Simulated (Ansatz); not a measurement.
# Mg: the cost of one run

Program: Ansatz 0.2.0. Level of theory: DFT PBE, scalar-relativistic, plane waves, PAW. These are calculated values, not measurements.

## Step 1: The structure to begin with

The structure is cubic, space group Fm-3m (No. 225). The conventional cell has a = 6.355 Å, b = 6.355 Å, c = 6.355 Å, α = 90.00°, β = 90.00°, γ = 90.00°. Around Mg (site symmetry -43m) lie 4 Mg at 2.75 Å. Mg (site symmetry m-3m) is surrounded by 8 Mg at 2.75 Å.

As a file:

```
CELL_PARAMETERS angstrom
0.00000 3.17736 3.17736
3.17736 0.00000 3.17736
3.17736 3.17736 0.00000
ATOMIC_POSITIONS crystal
Mg 0.25000 0.25000 0.25000
Mg 0.75000 0.75000 0.75000
Mg 0.50000 0.50000 0.50000
```

The cell is invented: random cell by space group and Wyckoff sites (Fm-3m, No. 225). Its size is a rough estimate.

## Step 2: Probe: one point on a coarse mesh

input.yaml

```yaml
crystal:
  lattice:
    - [0.0, 3.17736152, 3.17736152]
    - [3.17736152, 0.0, 3.17736152]
    - [3.17736152, 3.17736152, 0.0]
  atoms:
    - { symbol: Mg, position: [0.25, 0.25, 0.25] }
    - { symbol: Mg, position: [0.75, 0.75, 0.75] }
    - { symbol: Mg, position: [0.5, 0.5, 0.5] }
basis:
  ecutwfc: 420
kpoints:
  mp_grid: { grid: [6, 6, 6] }
hamiltonian:
  xc: pbe
scf:
  occupations: { method: gaussian, width: 0.1 }
  lower_state_search: "off"
output:
  forces: true
  stress: true
  eigenvalues: true
```

Run with:

```bash
$ ansatz run input.yaml --threads 1 --pin off --max-ram 2560MiB --backend cpu --events-out ev --progress --plain --runs-dir out
```

What time and memory should one allow on 1 thread of Arm Neoverse V2, shared host?

About 1.1 s, with a peak of 0.28 GiB.
